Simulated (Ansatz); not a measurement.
The parent structure is GeO₂ in the rutile structure (space group P4_2/mnm, No. 136; a = 4.488 Å, c = 2.905 Å).

Level of theory: plane-wave PAW DFT at the PBE level (Ansatz, an electronic-structure program, 420 eV), no spin-orbit coupling.

Base values:

The electron mass is 0.19 mₑ along c, 0.22 mₑ across (at Γ) and the lattice parameter a is 4.488 Å.

Now apply this change: a hydrostatic pressure of 1.5 GPa.

Problem. Estimate the effect on the electron mass and lattice parameter a.

Solution. The electron mass changes from 0.19 mₑ along c, 0.22 mₑ across (at Γ) to 0.19 mₑ along c, 0.23 mₑ across (at Γ); the lattice parameter a drops by 0.015 Å, from 4.488 Å to 4.473 Å.

The levels and masses belong to the bands next to the band gap. Load acts through the strain it causes; cell and atoms are relaxed under it. Effective masses come from finite differences of ±0.01 Å⁻¹. Stability against distortions was not tested.
